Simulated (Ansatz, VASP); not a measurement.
## C: VASP beside Ansatz

INCAR

```
SYSTEM = C
PREC = Accurate
ENCUT = 600
EDIFF = 1E-7
ISMEAR = -1
SIGMA = 0.05
LREAL = .False.
LASPH = .True.
NELM = 80
ALGO = Normal
ISIF = 3
LWAVE = .False.
LCHARG = .False.
GGA = PS
IBRION = 2
NSW = 40
EDIFFG = -0.005
```

File KPOINTS:

```
Automatic mesh
0
Gamma
  12 12 4
  0 0 0
```

POSCAR

```
C
1.0
    2.5221000000      0.0000000000      0.0000000000
   -1.2610500000      2.1842026709      0.0000000000
    0.0000000000      0.0000000000      8.2371000000
C
8
Direct
    0.6666666667      0.3333333333      0.8437500000
    0.3333333333      0.6666666667      0.3437500000
    0.6666666667      0.3333333333      0.6562500000
    0.3333333333      0.6666666667      0.1562500000
    0.0000000000      0.0000000000      0.9062500000
    0.0000000000      0.0000000000      0.4062500000
    0.0000000000      0.0000000000      0.5937500000
    0.0000000000      0.0000000000      0.0937500000
```

The input input.yaml:

```yaml
crystal:
  lattice:
    - [2.5221, 0.0, 0.0]
    - [-1.26105, 2.1842026709, 0.0]
    - [0.0, 0.0, 8.2371]
  atoms:
    - { symbol: C, position: [0.6666666667, 0.3333333333, 0.84375] }
    - { symbol: C, position: [0.3333333333, 0.6666666667, 0.34375] }
    - { symbol: C, position: [0.6666666667, 0.3333333333, 0.65625] }
    - { symbol: C, position: [0.3333333333, 0.6666666667, 0.15625] }
    - { symbol: C, position: [0.0, 0.0, 0.90625] }
    - { symbol: C, position: [0.0, 0.0, 0.40625] }
    - { symbol: C, position: [0.0, 0.0, 0.59375] }
    - { symbol: C, position: [0.0, 0.0, 0.09375] }
hamiltonian:
  xc: pbesol
  pseudopotentials: { kind: paw }
kpoints:
  mp_grid: { grid: [12, 12, 4] }
scf:
  occupations: { method: fermi_dirac, width: 0.05 }
output:
  forces: true
  stress: true
  write_density: true
  write_potential: true
  elf: true
  volumetric_format: npy
relax:
  f_tol: 0.01
  max_steps: 40
  cell: { stress_tol: 0.05 }
```

This is a hexagonal form of diamond, not graphite.

Alike in both runs: task relaxation of cell and atoms; functional PBEsol; k mesh 12 × 12 × 4; occupations fermi-dirac, width 0.05 eV; no spin polarisation.

```csv
,VASP,Ansatz
version,VASP 6.6.1,Ansatz 0.2.0
potentials or method,"VASP PAW PBE potentials, release 64 (C)",Ansatz PAW
plane-wave cutoff (eV),600,420
valence electrons in the cell,32,32
```

|  | VASP | Ansatz | Ansatz less VASP |
| --- | --- | --- | --- |
| gap on the k mesh at the Fermi level, each at its own relaxed structure (eV) | 4.43 | 4.44 | +0.008 |
| relaxed volume (Å³/atom) | 5.62 | 5.62 | -0.005 |
| relaxed cell length with the largest relative difference (Å) | 2.506 | 2.505 | -0.0008 |
| energy change over the relaxation (meV/atom) | -3 | -3 | -0.1 |

Caveats: the PAW data sets were made with another functional, which shifts forces and pressure a little (VASP); the plane-wave basis is chosen anew once the cell has moved, so the energies of steps on either side of that aren't comparable (Ansatz); the pressure holds a Pulay correction of +1.0 GPa for the finite cutoff (Ansatz); the PAW data sets come from PBE, with cores solved anew for the run's functional, which leaves a small shift of forces and pressure (Ansatz). A k mesh can miss the band edges. PBEsol gaps usually lie below the measured ones, often by a third to a half.
